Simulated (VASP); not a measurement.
Write the native input for VASP 6.6.1 that does the following.

| Quantity | Value |
| --- | --- |
| Task | relaxation of the atoms |
| Functional | LDA |
| Potentials or basis | VASP PAW LDA potentials, release 64 (Na_pv, F) |
| Cutoff | 600 eV |
| k mesh | 10 × 10 × 10 |
| Occupations | gaussian, width 0.03 eV |
| Spin | no spin polarisation |
| Further INCAR settings | ALGO = Normal; EDIFF = 1e-07; IBRION = 2; EDIFFG = -0.01; NSW = 40 |

The structure of NaF (Villiaumite) lies in POSCAR:

```
NaF                                     
1.0
    0.0000000000      2.2931966048      2.2931966048
    2.2931966048      0.0000000000      2.2931966048
    2.2931966048      2.2931966048      0.0000000000
  Na              F             
     1     1
Direct
     0.0000000000000000    0.0000000000000000    0.0000000000000000
     0.5000000000000000    0.5000000000000000    0.5000000000000000
```

The cell isn't the ideal one: a relaxed cell with its volume scaled by 1.06.

One way to write it, as run:

INCAR

```
ALGO = Normal
EDIFF = 1E-7
EDIFFG = -0.01
ENCUT = 600
GGA = CA
IBRION = 2
ISIF = 2
ISMEAR = 0
LASPH = True
LCHARG = False
LREAL = False
LWAVE = False
NELM = 80
NSW = 40
PREC = Accurate
SIGMA = 0.03
```

KPOINTS

```
k-points
0
Gamma
  10 10 10
```

Potentials or basis: VASP PAW LDA potentials, release 64 (Na_pv, F).

Run with:

```console
$ cat potpaw_LDA.64/Na_pv/POTCAR potpaw_LDA.64/F/POTCAR > POTCAR
$ mpirun -np 1 vasp_std > vasp.out
```

It gave:

| Quantity | Value |
| --- | --- |
| Pressure after relaxing | -3.2 GPa |
| Band gap on the k mesh | 6.12 eV, direct |

Caveat: the relaxation stopped at its first step, so nothing moved.

Wall time 6.2 s on 1 thread of AMD EPYC 9R45 96-Core Processor (Zen 5), with other jobs on the host, peak memory 0.11 GiB.
